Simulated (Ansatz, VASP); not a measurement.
Zr in VASP and in Ansatz

INCAR

```
ALGO = Normal ; EDIFF = 1E-6
ENCUT = 520 ; ISIF = 2
ISMEAR = -1 ; LASPH = True
LCHARG = False ; LREAL = False
LWAVE = False ; NBANDS = 19
NELM = 80 ; PREC = Accurate
SIGMA = 0.1
```

KPOINTS

```
k-points
0
Gamma
  14 14 8
```

POSCAR

```
Zr
1.0
    2.6932068994      0.0000000000      0.0000000000
   -1.3466034497      2.3323855925      0.0000000000
    0.0000000000      0.0000000000      4.8572293851
Zr
2
Direct
    0.3333333333      0.6666666667      0.2500000000
    0.6666666667      0.3333333333      0.7500000000
```

Input for Ansatz:

```yaml
crystal:
  lattice:
    - [2.6932068994, 0.0, 0.0]
    - [-1.3466034497, 2.3323855925, 0.0]
    - [0.0, 0.0, 4.8572293851]
  atoms:
    - { symbol: Zr, position: [0.3333333333, 0.6666666667, 0.25] }
    - { symbol: Zr, position: [0.6666666667, 0.3333333333, 0.75] }
kpoints:
  mp_grid: { grid: [14, 14, 8] }
scf:
  occupations: { method: fermi_dirac, width: 0.1 }
hamiltonian:
  xc: lda
  pseudopotentials: { kind: paw }
output:
  forces: true
  stress: true
  eigenvalues: true
  populations: true
  write_density: true
  write_potential: true
  elf: true
  volumetric_format: npy
```

Change from the starting cell: volume scaled by 0.7, PAW files.

Alike in both runs: task single point; functional LDA; k mesh 14 × 14 × 8; occupations fermi-dirac, width 0.1 eV; no spin polarisation.

```csv
,VASP,Ansatz
version,VASP 6.6.1,Ansatz 0.2.0
potentials or method,"VASP PAW LDA potentials, release 64 (Zr_sv)","PAW with Ansatz's default frozen-core files, scalar-relativistic"
plane-wave cutoff (eV),520,420
valence electrons in the cell,24,24
```

```csv
,VASP,Ansatz,Ansatz less VASP
pressure (GPa),62.8,62.5,-0.38
largest component of the traceless stress (GPa),0.02,0.08,+0.058
```

Caveats: the cell as given lies far from equilibrium; so large a pressure means that the cell lies far from this level's equilibrium, or that cutoff or potentials fall short (VASP).
